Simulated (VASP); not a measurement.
Os: single point with PBE+U

Crystal: Os.

```
Os
1.0
     0.00000    1.94500    1.94500
     1.94500    0.00000    1.94500
     1.94500    1.94500    0.00000
Os
1
Cartesian
  0.0000 0.0000 0.0000
```

This isn't the form of Os at room conditions, which is hcp.

```yaml
Program: VASP 6.6.1
Task: single point
Functional: PBE
Potentials_or_basis: VASP PAW PBE potentials, release 64 (Os)
Cutoff: 520 eV
k_mesh: 9 × 9 × 9
Occupations: fermi-dirac, width 0.01 eV
Spin: non-collinear spin, zero start, spin-orbit coupling
Starting_moments: "[[0.0, 0.0, 0.0]] μB"
Hubbard_terms: Os d U = 3.5 eV
Dipole_correction: no
Further_INCAR_settings: ALGO = Normal; EDIFF = 1e-06; NBANDS = 19
```

```json
{
 "Pressure": "-14.6 GPa",
 "Net moment": "0.00 μB per cell",
 "Valence electrons inside the program's atomic spheres": "Os 7.50"
}
```

Moments on the atoms (μB; x, y, z):
```
Os  0.00 0.00 0.00
```

Run time: 17 s on 1 thread of Intel(R) Xeon(R) Platinum 8488C (Sapphire Rapids), on a shared host, peak memory 0.16 GiB.

Caveat: the U is typed as a test and isn't derived for this compound. The state reached can hang on the start; a lower one may exist.
